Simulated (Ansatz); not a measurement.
**Run record: phonons of NbC (Fm-3m)**

Computed with LDA, all-electron LAPW in Ansatz 0.2.0, scalar-relativistic; not a measurement.

The cell comes from a PAW relaxation under the same functional.

Launched as:

```sh
ansatz run input.yaml --threads 2 --pin off --max-ram 5120MiB --backend cpu --events-out ev --progress --plain --runs-dir out
```

Input:

```yaml
crystal:
  lattice:
    - [0.0, 2.21359868418, 2.21359868418]
    - [2.21359868418, 0.0, 2.21359868418]
    - [2.21359868418, 2.21359868418, 0.0]
  atoms:
    - { symbol: Nb, position: [0.0, 0.0, 0.0] }
    - { symbol: C, position: [0.5, 0.5, 0.5] }
kpoints:
  mp_grid: { grid: [14, 14, 14] }
scf:
  occupations: { method: fermi_dirac, width: 0.08 }
hamiltonian:
  xc: lda
  pseudopotentials: { kind: all_electron, lapw: { basis_error: 0.0005 } }
phonons:
  qmesh: [2, 2, 2]
  qpath:
    path:
      - [0.0, 0.0, 0.0]
      - [0.5, 0.0, 0.5]
      - [0.625, 0.25, 0.625]
      - [0.375, 0.375, 0.75]
      - [0.0, 0.0, 0.0]
      - [0.5, 0.5, 0.5]
      - [0.5, 0.25, 0.75]
      - [0.5, 0.0, 0.5]
    npoints: 6
  temperatures: { t_min: 0, t_max: 1000, t_step: 100 }
```

Output (shortened where marked):

```
Warning: RAYON_NUM_THREADS=2 ignored (pool sized by the plan → 2); use --threads N
LAPW: plane waves up to 9.390 Å⁻¹, error target 5.0e-4 eV per atom; small_component_spin mean_spin; C in spheres of 0.948 Å, 6 of its electrons in bands, Dirac shells []; Nb in spheres of 1.199 Å, 31 of its electrons in bands, ...
Engine: ansatz 0.2.0, x86_64-unknown-linux-gnu
Pseudopotentials: kind: all_electron
Pseudopotential: Nb, LAPW, valence charge 31, lapw/all_electron/scalar/gaussian/Nb, Koelling and Harmon's equation, gaussian nucleus
Pseudopotential: C, LAPW, valence charge 6, lapw/all_electron/scalar/gaussian/C, Koelling and Harmon's equation, gaussian nucleus
Functional definition: SPW92
  exchange = slater_x
  correlation = pw_c
Crystal: 4 atoms, lattice volume = 43.387 Å³
Basis set: ecut = 335.92000761762426 eV, 609 PW (Γ), FFT grids on a1, a2, −a2+a3, exchange–correlation at level 2
Bands: 46, of which v1, the nominal top of the filled ones, is band 37 counted from 1 (36 counted from 0)
Symmetry: 24 space group operations
k-points: 144 of 1372
Non-local potential: Nb, projectors of the file, none
Non-local potential: C, projectors of the file, none
[... 114 lines left out ...]
  ASR residual: 1.130e-3 → 0.000e0 eV/Å²; symmetrization residual: 2.587e-3 eV/Å²
  largest component of a force at the reference: 1.1e-30 eV/Å
  ASR residual per site (eV/Å²): 1.13e-3 8.70e-4
  Γ frequencies (cm⁻¹): 0.00 0.00 0.00 549.94 549.94 549.94
--- Phonons (by wavevector): 3 wavevectors in 2 supercells ---
  supercell 1 (2 cells, vectors [1, 0, 0], [0, 1, 0], [0, 0, 2] in multiples of the cell's): 2 displaced members by 0.01 Å; free energy -209732.762983 eV; taken off its force constants: by the sum rule 6.6e-4, by the ...
  symmetry images taken by strict's conditions (phonons.symmetry_images: auto; settled by no image being taken that strict refuses)
  supercell 2 (2 cells, vectors [1, 0, 0], [0, 1, -1], [0, 0, 2] in multiples of the cell's): 2 displaced members by 0.01 Å; free energy -209732.762983 eV; taken off its force constants: by the sum rule 1.1e-3, by the ...
  symmetry images taken by strict's conditions (phonons.symmetry_images: auto; settled by no image being taken that strict refuses)
  q = [0.0000, 0.0000, 0.0000] (star 1, supercell 1; hermiticity 0.00e0, symmetrization 1.42e-5): 0.00 0.00 0.00 549.94 549.94 549.94
  q = [0.0000, 0.0000, -0.5000] (star 4, supercell 1; hermiticity 9.92e-17, symmetrization 7.30e-16): 120.24 120.24 165.03 605.39 605.39 668.68
  q = [0.0000, -0.5000, -0.5000] (star 3, supercell 2; hermiticity 1.29e-16, symmetrization 6.34e-16): 211.68 211.68 249.44 565.83 565.83 602.39
  joined force constants: q→R imaginary residual 2.30e-17
  density of states and harmonic sums: on the 24×24×24 q-mesh, interpolated from the force constants of a 2×2×2 supercell (no non-analytic term)
  largest difference from the sums on the solved wave vectors: F 5.38e-2 eV, S 8.61e-5 and C_V 3.23e-5 eV/K
```

The calculation finished and met its thresholds.

Phonons on the q mesh:

Harmonic phonons of a crystal by Kohn-Sham DFT at the given cell, standard atomic masses, acoustic sum rule imposed; negative wavenumbers are unstable modes; one row a degenerate set, branches counted upwards.

```json
{"Unstable phonons": "no"}
```

| point | q a (r.l.u.) | q b (r.l.u.) | q c (r.l.u.) | branch | phonon wavenumber (cm⁻¹) | degeneracy |
| --- | --- | --- | --- | --- | --- | --- |
| Gamma | 0 | 0 | 0 | 4 | 549.9 | 3 |
| L | 0.5 | 0 | 0 | 1 | 120.2 | 2 |
| L | 0.5 | 0 | 0 | 3 | 165 | 1 |
| L | 0.5 | 0 | 0 | 4 | 605.4 | 2 |
| L | 0.5 | 0 | 0 | 6 | 668.7 | 1 |
| X | 0.5 | 0.5 | 0 | 1 | 211.7 | 2 |
| X | 0.5 | 0.5 | 0 | 3 | 249.4 | 1 |
| X | 0.5 | 0.5 | 0 | 4 | 565.8 | 2 |
| X | 0.5 | 0.5 | 0 | 6 | 602.4 | 1 |

**Harmonic thermodynamics**

Sums over wave vectors interpolated from the q mesh.

```
Zero point energy : 71.19 meV/atom
```

```tsv
temperature (K)	phonon heat capacity (k_B/atom)	phonon entropy (k_B/atom)	phonon free energy (meV/atom)
100	0.9667	0.5608	69.67
200	1.712	1.475	60.81
300	2.206	2.271	44.59
400	2.487	2.948	22.02
500	2.648	3.522	-5.92
600	2.746	4.014	-38.44
700	2.809	4.442	-74.92
800	2.851	4.82	-114.9
900	2.881	5.158	-157.9
1000	2.903	5.463	-203.7
```

**Zone-centre phonons**

Optical zone-centre levels upwards with Mulliken labels, activity, and the element with most of the kinetic energy.

```
Point group : m-3m
```

| number | phonon wavenumber (cm⁻¹) | label | infrared | raman | lead element |
| --- | --- | --- | --- | --- | --- |
| 1 | 549.9 | T1u | yes | no | C |

Limits of these numbers: responses of metals move with mesh and smearing; coarse q mesh; activity by symmetry alone, a metal screens infrared modes.

Time and hardware: 15 min on 2 threads of Intel(R) Xeon(R) 6975P-C (Granite Rapids), with other jobs on the host, peak memory 2 GiB.
